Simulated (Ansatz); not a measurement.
The system is Ge.

```
CELL_PARAMETERS angstrom
1.48805 -2.59469 0.00000
1.48805 2.59469 0.00000
0.00000 0.00000 4.72760
ATOMIC_POSITIONS crystal
Ge 0.33345 0.66655 0.25000
Ge 0.66655 0.33345 0.75000
```

This isn't the form of Ge at room conditions, which is diamond.

```yaml
Program: Ansatz 0.2.0
Task: relaxation of cell and atoms
Functional: RPBE
Potentials_or_basis: Ansatz PAW
Cutoff: "420 eV (not typed: the program's choice for these potentials)"
k_mesh: 10 × 10 × 6
Occupations: fermi-dirac, width 0.05 eV
Spin: no spin polarisation
```

At the start: volume 18.25 Å³/atom.

Q: How do energy, volume and symmetry change on relaxing?

A: It ends after 6 steps and the volume is 19.76 Å³/atom (+8.3 %); space group P6_3/mmc (No. 194, to 0.05 Å).

The path:
```tsv
step	energy change (eV)	largest force (eV/Å)	volume (Å³)
1	0.0000	0.0012	36.51
2	-0.0495	0.0014	40.74
3	-0.0565	0.0003	39.70
4	-0.0567	0.0008	39.54
5	-0.0567	0.0007	39.53
6	-0.0576	0.0007	39.53
```

Final structure:
```cif
data_structure
_symmetry_space_group_name_H-M 'P 1'
_symmetry_Int_Tables_number 1
_cell_length_a 3.0532
_cell_length_b 3.0532
_cell_length_c 4.9248
_cell_angle_alpha 90.000
_cell_angle_beta 90.000
_cell_angle_gamma 120.564
_cell_volume 39.53
loop_
_atom_site_label
_atom_site_type_symbol
_atom_site_fract_x
_atom_site_fract_y
_atom_site_fract_z
_atom_site_occupancy
Ge1 Ge 0.33359 0.66641 0.25000 1
Ge2 Ge 0.66641 0.33359 0.75000 1
```

Caveat: the plane-wave basis is chosen anew once the cell has moved, so the energies of steps on either side of that aren't comparable; the PAW data sets come from PBE, with cores solved anew for the run's functional, which leaves a small shift of forces and pressure.
